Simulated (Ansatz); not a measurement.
# WC (I4/mmm) in Ansatz: relaxation of the atoms with PBE

Aim: the relaxation of the atoms of WC with PBE.

Program: Ansatz 0.2.0. These are calculated values, not measurements. Logs are shortened: lines on timing, memory, paths and dates and some standing lists are left out, and cuts for length are marked.

## 1. The cell of the first run

It takes space group I4/mmm (No. 139, tetragonal). The conventional cell has a = 3.101 Å, b = 3.101 Å, c = 4.561 Å, α = 90.00°, β = 90.00°, γ = 90.00°. W (site symmetry 4/mmm) is surrounded by 6 C at 2.19 to 2.28 Å. Around C (site symmetry 4/mmm) lie 6 W at 2.19 to 2.28 Å.

Measurements of this composition are mostly on another form, of space group No. 187.

## 2. Relaxation of the atoms, PBE (strained by +4 %)

input.yaml

```yaml
crystal:
  lattice:
    - [0.0, 2.192684, 2.192684]
    - [2.28039136, 0.0, 2.192684]
    - [2.28039136, 2.192684, 0.0]
  atoms:
    - { symbol: W, position: [0.0, 0.0, 0.0] }
    - { symbol: C, position: [0.5, 0.5, 0.5] }
hamiltonian:
  xc: pbe
  pseudopotentials: { kind: paw }
kpoints:
  mp_grid: { grid: [10, 10, 10] }
scf:
  occupations: { method: fermi_dirac, width: 0.05 }
output:
  forces: true
  stress: true
  eigenvalues: true
relax:
  f_tol: 0.01
  max_steps: 40
```

Potentials or basis: Ansatz PAW.

Started as:

```
> ansatz run input.yaml --threads 2 --pin off --max-ram 5632MiB --backend cpu --events-out ev --progress --plain --runs-dir out
```

The log of the run:

```text
Warning: output.stress: scf.convergence.dr2_threshold = 1e-7 eV (the SCF's general default) is looser than the 2e-10 eV advised for a printed stress (1e-10 eV for each atom of the cell: 2). What an SCF threshold leaves in a stress goes as its square root, and in the free energy as the threshold itself, and one threshold admits the most on a small cell: of the crystals measured, under no hybrid functional and no lock of the moments, on runs that ended without the residual-converged pass, on stresses that held no estimate of that error, the worst erred by over 100 MPa in a component at 1e-7 eV an atom and by under 5 at 1e-10. Every solve of this run answers to scf.convergence.dr2_threshold, and the tensor of one is reported: a single SCF on the reported geometry and on this run's grids (its basis.xc_grid and basis.ecutrho_ratio typed), with scf.convergence.dr2_threshold at 2e-10 eV or tighter, prints it and tightens no other solve. Else set scf.convergence.dr2_threshold to 2e-10 eV or tighter. The threshold is an SCF's pass mark: one that does not reach it within its budget of iterations ends unconverged, or closes short of it on a stop that the run arms, and scf.convergence.dr2_threshold's page says what that costs each kind of run
Warning: RAYON_NUM_THREADS=2 ignored (pool sized by the plan → 2); use --threads N
Engine: ansatz 0.2.0, aarch64-unknown-linux-gnu
Pseudopotentials: kind: paw
Pseudopotential: W, paw, valence charge 14, recommended cutoff 420 eV (normal), W.paw.azcp
Pseudopotential: C, paw, valence charge 4, recommended cutoff 420 eV (normal), C.paw.azcp
Functional definition: PBE
  parameter kappa = 0.804
  parameter beta = 0.06672455060314922
  exchange = pbe_x(kappa = kappa, mu = beta*pi^2/3)
  correlation = pbe_c(beta = beta)
Crystal: 2 atoms, lattice volume = 21.928 Å³
Basis set: ecut = 420 eV, 427 PW (Γ), exchange–correlation on 48×48×48 points (8 copies of the dense FFT grid, shifted against one another)
Bands: 13, of which v1, the nominal top of the filled ones, is band 9 counted from 1 (8 counted from 0)
Symmetry: 16 space group operations
Space group: I4/mmm (ITA 139), of the structure as read, at distance tolerance 2.8e-5 Å
k-points: 102 of 1000
Non-local potential: W, projectors of the file, l = 0: 3, l = 1: 2, l = 2: 2, l = 3: 1
Non-local potential: C, projectors of the file, l = 0: 2, l = 1: 2, l = 2: 1
PAW form: soft (Blöchl's): semilocal exchange-correlation on the pseudo side does not see the compensation charge
PAW one-centre angular grid: W, 590 points (default); XC on 64 Gauss nodes
PAW one-centre angular grid: C, 110 points (default); XC on 64 Gauss nodes
Initial density: superposition of atomic densities (neutral atoms: chi_scale 0, normalization atom), corrected by the library's trained network
Initial wavefunctions: pseudopotential atomic-orbital guess
Functional: x = pbe(κ = 0.804, μ = 0.2195149727645171), c = pbe(β = 0.06672455060314922)
SCF iter   1: F=—  HF=-10635.107955 eV  |F-HF|=—  |Δ(HF+E_count)|=         —  Δρ=5.88e-3  dr2=8.42e-3  ethr=1.77e-3  ⟨swp⟩=5.2  Hψ=15104  notcnv=0  defer=112
automatic band count: the SCF goes on with 17 bands, as 13 were too few: the levels above may hold too much charge
preconditioner: auto → none  [metal: Δε(μ)=0.083 eV  Ē_g=14.101 eV  σ=0.050 eV  W_gap=0.36  n_scr=8 (ndim 8)  ℏωp=25.1 eV  f_vac=0.000  D(μ)=0.67/eV (n_scr^D=0)  sad-step TF]
SCF iter   2: F=—  HF=-10635.107651 eV  |F-HF|=—  |Δ(HF+E_count)|=   3.05e-4  Δρ=4.23e-3  dr2=4.76e-3  ethr=4.68e-5  ⟨swp⟩=1.0  Hψ=2554  notcnv=0  defer=127
SCF iter   3: F=—  HF=-10635.106921 eV  |F-HF|=—  |Δ(HF+E_count)|=   7.30e-4  Δρ=5.56e-4  dr2=6.90e-5  ethr=2.64e-5  ⟨swp⟩=1.4  Hψ=1660  notcnv=0  defer=127
SCF iter   4: F=—  HF=-10635.106909 eV  |F-HF|=—  |Δ(HF+E_count)|=   1.27e-5  Δρ=1.17e-4  dr2=1.38e-6  ethr=3.83e-7  ⟨swp⟩=2.4  Hψ=2132  notcnv=0  defer=127
iter 5 did not close the SCF: its close was put off for the readings that it lacked (scf_convergence_deferred on its scf_iter line)
SCF iter   5: F=-10635.106909 eV  HF=-10635.106909 eV  |F-HF|=1.29e-8  |Δ(HF+E_count)|=   6.04e-7  Δρ=1.98e-5  dr2=5.66e-8  ethr=7.64e-9  ⟨swp⟩=2.4  Hψ=2314  notcnv=0  defer=127
SCF iter   6: F=-10635.106909 eV  HF=-10635.106909 eV  |F-HF|=1.42e-10  |Δ(HF+E_count)|=   9.19e-9  Δρ=1.70e-6  dr2=3.43e-10  ethr=3.14e-10  ⟨swp⟩=6.0  Hψ=7028  notcnv=0
SCF 1 converged in 6 iterations: F = -10635.106909 eV  dr2 = 3.43e-10
relax step   1: F+E_penalty+E_count = -10635.10690912 eV  Δ(F+E_penalty+E_count) = +0.000e0 eV  max|allowed force component| = 1.430e-30 eV/Å  Δτ_max = 0.0000 Å  (6 SCF iters, accepted)
SCF converged after 6 iterations
Free energy (F): -10635.106909 eV
Harris-Foulkes:  -10635.106909 eV  (|F-HF|=1.42e-10)
Internal energy: -10635.101036 eV  (E = F + TS)
E sigma→0 (E₀):  -10635.103972 eV
Entropy (-TS):   -0.005874 eV (-2.937 meV/atom)
Fermi energy:    20.796908 eV
--- Per-component energies (eV) ---
  E_band       = -76.956052
  E_kinetic    = 538.372789
  E_local      = -690.463044  (includes V_loc(G=0)·N_el)
  E_nonlocal   = 26.111682
  E_hartree    = 239.186455
  E_xc         = -314.908998
  E_vxc        = -298.293782  (∫ρ·V_xc dr)
  E_paw        = -8661.111644  (= ΣΔE_a)
  E_vpaw       = -131.056794  (= ΣTr[D̂ρ^β])
  E_aug_tail   = -0.000038  (compensation charges beyond the density's cutoff)
  E_ewald      = -1772.288237
  E_smearing   = -0.005874  (= −TS)
  E_closure    = -0.000000  (closes the sum)
  Σ components = -10635.106909   (vs F -10635.106909, Δ=0.00e0)
--- Forces (eV/Å), atoms counted from 1 ---
  atom   1  W      0.00000000     0.00000000    -0.00000000
  atom   2  C      0.00000000     0.00000000     0.00000000
  max |Σ_I F_I| component: 2.66e-30 eV/Å
--- Stress (GPa, compression-positive) ---
      -24.510653       0.000000       0.000000
        0.000000      -7.775427       0.000000
        0.000000       0.000000      -7.775427
  P = ⅓ Tr σ = -13.3538 GPa (-133.538 kbar)
--- Band table (eV; the first three rows and the last of 102) ---
  k-point 0: bands = ["-54.5605", "-18.6067", "-18.5926", "-18.5926", "5.3604", "17.9216", "18.3768", "18.3768", "19.6163", "19.7443", "19.8822", "19.8822", "20.1145", "26.9313", "30.5620", "42.9263", "42.9263"]
  k-point 1: bands = ["-54.5576", "-18.6478", "-18.6086", "-18.5964", "5.6249", "17.3016", "17.6251", "17.9054", "18.7416", "18.8743", "20.1674", "21.6676", "22.1059", "27.4627", "31.1629", "40.4567", "41.7017"]
  k-point 2: bands = ["-54.5499", "-18.7765", "-18.6275", "-18.6065", "6.3754", "15.6912", "16.3373", "16.5082", "19.3206", "19.4177", "20.5920", "23.8387", "24.4201", "28.5403", "32.4196", "37.7478", "38.9838"]
  k-point 101: bands = ["-54.5177", "-18.9707", "-18.8953", "-18.7759", "8.1747", "15.1143", "15.1941", "15.2104", "20.1819", "21.5494", "23.1562", "24.1037", "25.8250", "30.6110", "32.8528", "34.3117", "35.9619"]
--- Relaxed structure (1 steps of the walk, 1 accepted, 0 SCFs on fresh bases) ---
  F+E_penalty+E_count = -10635.10690912 eV   max|allowed force component| = 1.430e-30 eV/Å
  atoms:
    - { symbol: W, position: [0.0, 0.0, 0.0] }
    - { symbol: C, position: [0.5, 0.5, 0.5] }
```

Run time: 1.4 s. Hardware: 2 threads of Arm Neoverse V2, shared host; peak memory 0.31 GiB.

What came out:

```
Free energy             : -10635.1069 eV
Pressure after relaxing : -13.4 GPa
Band gap on the k mesh  : none (metal or under the smearing width)
```

Stress tensor (GPa, compression positive):
```
-24.51   0.00   0.00
  0.00  -7.78   0.00
  0.00   0.00  -7.78
```

Final structure:
```
W C
1.0
     0.00000    2.19268    2.19268
     2.28039    0.00000    2.19268
     2.28039    2.19268    0.00000
W C
1 1
Direct
  0.00000 0.00000 0.00000
  0.50000 0.50000 0.50000
```

Caveat: the relaxation stopped at its first step, so nothing moved; the pressure holds a Pulay correction of +0.3 GPa for the finite cutoff; the thresholds are loose for stress.
